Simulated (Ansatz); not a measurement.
Method: Ansatz 0.2.0, DFT PBE, scalar-relativistic, plane waves, PAW. All cells share a 420 eV cutoff and Γ-centred k meshes spaced at most about 0.3 Å⁻¹ (2π included). No spin polarisation.

All energies are static (0 K, no zero-point motion).

Two relaxed structures of Al2In3As5:

A.

Space group I-4m2 (No. 119). a = 4.236 Å, b = 4.236 Å, c = 30.072 Å, α = 90.00°, β = 90.00°, γ = 90.00°
```
atom  site  symmetry       x       y       z
  Al    4e      2mm.  0.0000  0.0000  0.2044
  In    4e      2mm.  0.5000  0.5000  0.1061
  In    2a      -4m2  0.0000  0.0000  0.0000
  As    2d      -4m2  0.5000  0.0000  0.2500
  As    4f      2mm.  0.0000  0.5000  0.3404
  As    4f      2mm.  0.5000  0.0000  0.4469
```

B.

Space group R3m:H (No. 160). a = 4.241 Å, b = 4.241 Å, c = 52.038 Å, α = 90.00°, β = 90.00°, γ = 120.00°
```tsv
atom	site	symmetry	x	y	z
Al	3a	3m	0.6667	0.3333	0.1342
Al	3a	3m	0.3333	0.6667	0.2659
In	3a	3m	0.6667	0.3333	0.3316
In	3a	3m	0.3333	0.6667	0.0681
In	3a	3m	0.0000	0.0000	0.1998
As	3a	3m	0.3333	0.6667	0.0169
As	3a	3m	0.6667	0.3333	0.0867
As	3a	3m	0.0000	0.0000	0.1483
As	3a	3m	0.3333	0.6667	0.2184
As	3a	3m	0.6667	0.3333	0.2801
```

Question: Which is lower in energy, and by how much?

Answer: A is lower, by 9 meV/atom. A has Al and In ordered on zinc blende sites, space group I-4m2 (No. 119), 27.0 Å³/atom and a gap of 0.19 eV on its mesh; B has Al and In ordered on zinc blende sites, space group R3m (No. 160), 27.0 Å³/atom and a gap of 0.13 eV. In A, Al is surrounded by 4 As at 2.51–2.52 Å; In on a site of symmetry 2mm has 4 As at 2.65–2.66 Å; around As on a site of symmetry -4m2 lie 4 Al at 2.52 Å; 3 more sites not described. In B, around Al on its first site lie 4 As at 2.47–2.56 Å; around In on its first site lie 4 As at 2.63–2.68 Å; around As on its first site lie 4 In at 2.63–2.66 Å; 7 more sites not described. Both come from invented guesses.

Kohn–Sham gaps at this level usually fall short of measured ones. Cells relaxed within their symmetry can be saddle points.
